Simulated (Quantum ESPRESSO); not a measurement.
The system is Sn.

```
CELL_PARAMETERS angstrom
0.00000 3.23334 3.23334
3.23334 0.00000 3.23334
3.23334 3.23334 0.00000
ATOMIC_POSITIONS crystal
Sn 0.75000 0.75000 0.75000
Sn 0.50000 0.50000 0.50000
```

This isn't the form of Sn at room conditions, which is tetragonal (white tin).

- Program: Quantum ESPRESSO 7.5
- Task: phonons
- Functional: RPBE
- Potentials or basis: PseudoDojo 0.4.1 SR PBE standard
- Cutoff: 980 eV
- Density cutoff: 3918 eV
- k mesh: 7 × 7 × 7
- Occupations: cold, width 0.136 eV
- Spin: no spin polarisation
- Mixing beta: 0.5
- Most SCF iterations: 120
- SCF threshold: 4e-10 Ry

**Question.** What is the highest optical frequency at the zone centre?

**Answer.** 197 cm⁻¹, a mode of symmetry T2g (Raman).

Optical modes at Γ, degenerate ones joined:
| cm⁻¹ | components | symmetry | active in |
| --- | --- | --- | --- |
| 197 | 3 | T2g | Raman |

Caveat: the cell is more than 3 GPa from zero pressure, which shifts response properties.
